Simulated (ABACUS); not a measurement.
Input of an ABACUS 3.10.1 run:

Contents of INPUT:

```
INPUT_PARAMETERS
suffix              TePb
calculation         scf
basis_type          pw
pseudo_dir          ./
symmetry            1
dft_functional      GGA_X_RPW86+GGA_C_PBE
ecutwfc             40
pseudo_rcut         10
nspin               1
nbands              20
ks_solver           dav
smearing_method     fd
smearing_sigma      0.00367493
scf_thr             1e-08
scf_nmax            100
mixing_type         broyden
mixing_beta         0.7
cal_force           1
cal_stress          1
ecutrho             320
out_chg             1
out_pot             2
out_elf             0
kpar                4
```

STRU

```
ATOMIC_SPECIES
Pb 207.2000 pb_pbe_v1.uspp.F.UPF
Te 127.6000 te_pbe_v1.uspp.F.UPF

LATTICE_CONSTANT
1.8897261246

LATTICE_VECTORS
0.0000000000 3.2310000000 3.2310000000
3.2310000000 0.0000000000 3.2310000000
3.2310000000 3.2310000000 0.0000000000

ATOMIC_POSITIONS
Direct

Pb
0.0
1
0.0000000000 0.0000000000 0.0000000000 1 1 1

Te
0.0
1
0.5000000000 0.5000000000 0.5000000000 1 1 1
```

Contents of KPT:

```
K_POINTS
0
Gamma
6 6 6 0 0 0
```

Potentials or basis: GBRV ultrasoft 1.5 PBE, plane waves.

Launch:

```bash
$ OMP_NUM_THREADS=1 mpirun -np 4 abacus > log
```

**Question.** What does it give for the band gap on the k mesh?

**Answer.** 0.69 eV, direct.

**Question.** Estimate the pressure.

**Answer.** 4.8 GPa.

Caveat: the potentials were made for another functional, which shifts forces and pressure; spin-orbit coupling is left out, which as a rule narrows the gap of such compounds by several tenths of an eV.

**Measured values to compare with.**

A printed reference work, monograph reports, for a bulk crystal of TePb at 4.2 K: band gap 0.19 eV (direct).

A measured gap of TePb is 0.19 eV (direct; 4.2 K; a printed reference work, monograph); the calculated 0.69 eV misses it by +0.50 eV. Spin-orbit coupling on Pb, Te is left out. The value is that of rPW86PBE on a finite k mesh, which can miss the band edges, without temperature or zero-point motion.
